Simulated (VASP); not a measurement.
# Pb₁₂H: harmonic vibrations of an adsorbate

Pb₁₂H, slab, 13 atoms in the cell. PBE, harmonic vibrations; PAW potentials Pb_d, H (PBE set).

Atoms left free: the adsorbate.

## Input

INCAR.step1:
```
PREC = Accurate ; ENCUT = 250
EDIFF = 1E-7 ; ISMEAR = 1
SIGMA = 0.1 ; LREAL = False
LASPH = True ; NELM = 100
ALGO = Normal ; LWAVE = False
LCHARG = False ; KPAR = 2
IBRION = 2 ; NSW = 100
ISIF = 2 ; EDIFFG = -0.01
POTIM = 0.5
```

INCAR.step2, as INCAR.step1 but for:
```
- IBRION = 2
- NSW = 100
- ISIF = 2
- EDIFFG = -0.01
- POTIM = 0.5
+ IBRION = 5
+ NFREE = 2
+ POTIM = 0.015
+ NSW = 1
```

KPOINTS:
```
k-points
0
Gamma
  3 3 1
```

POSCAR.step1:
```
HPb12
1.0
    6.9600000000      0.0000000000      0.0000000000
    3.4800000000      6.0275368104      0.0000000000
    0.0000000000      0.0000000000     20.7600000000
Pb H
12 1
Selective dynamics
Direct
    0.0000000000      0.0000000000      0.2890173410  F F F
    0.5000000000      0.0000000000      0.2890173410  F F F
    0.0000000000      0.5000000000      0.2890173410  F F F
    0.5000000000      0.5000000000      0.2890173410  F F F
   -0.1666666667      0.3333333333      0.4236512524  T T T
    0.3333333333      0.3333333333      0.4236512524  T T T
   -0.1666666667      0.8333333333      0.4236512524  T T T
    0.3333333333      0.8333333333      0.4236512524  T T T
    0.0000000000      0.0000000000      0.5582851638  T T T
    0.5000000000      0.0000000000      0.5582851638  T T T
    0.0000000000      0.5000000000      0.5582851638  T T T
    0.5000000000      0.5000000000      0.5582851638  T T T
    0.1666666667      0.1666666667      0.5823699422  T T T
```

POSCAR.step2:
```
HPb12
1.0
    6.9600000000      0.0000000000      0.0000000000
    3.4800000000      6.0275368104      0.0000000000
    0.0000000000      0.0000000000     20.7600000000
Pb H
12 1
Selective dynamics
Direct
    0.0000000000      0.0000000000      0.2890173410  F F F
    0.5000000000      0.0000000000      0.2890173410  F F F
    0.0000000000      0.5000000000      0.2890173410  F F F
    0.5000000000      0.5000000000      0.2890173410  F F F
    0.8287479725      0.3356260137      0.4392130952  F F F
    0.3356260137      0.3356260137      0.4392130952  F F F
    0.8333333333      0.8333333333      0.4407213131  F F F
    0.3356260137      0.8287479725      0.4392130952  F F F
    0.9970958905      0.9970958905      0.5891889869  F F F
    0.5058082190      0.9970958905      0.5891889869  F F F
    0.9970958905      0.5058082190      0.5891889869  F F F
    0.5000000000      0.5000000000      0.5822861386  F F F
    0.1666666667      0.1666666667      0.6356267151  T T T
```

Commands (each step's output is kept before the next begins):
```
cat potpaw_PBE.64/Pb_d/POTCAR potpaw_PBE.64/H/POTCAR > POTCAR
cp INCAR.step1 INCAR
cp POSCAR.step1 POSCAR
mpirun -np 8 vasp_std > vasp.out
# POSCAR: the relaxed cell, only the named atoms free
cp INCAR.step2 INCAR
cp POSCAR.step2 POSCAR
mpirun -np 8 vasp_std > vasp.out
```

## Result

- Vibrations (cm⁻¹; a negative value is imaginary): 607, 375, 374
- Zero-point energy (eV): 0.084
- Vibrational entropy at 298 K (meV/K): 0.111
- Displaced cells: 6
- Ionic steps, all stages: 24
- Electronic steps, all stages: 339

The slab is hexagonal close-packed Pb(0001), which isn't the element's stable structure, in-plane cell 6.96 × 6.96 Å, with 3 × 3 k points.

Limits: the slab is thin and the surface cell small, so the value carries both errors; the zero-point energy and the entropy count all atoms left free, so they grow with their number.

VASP 6.6.1 took 915 s on 8 cores (Intel Xeon Platinum 8259CL @ 2.50GHz (Skylake/Cascade Lake)), a shared host.
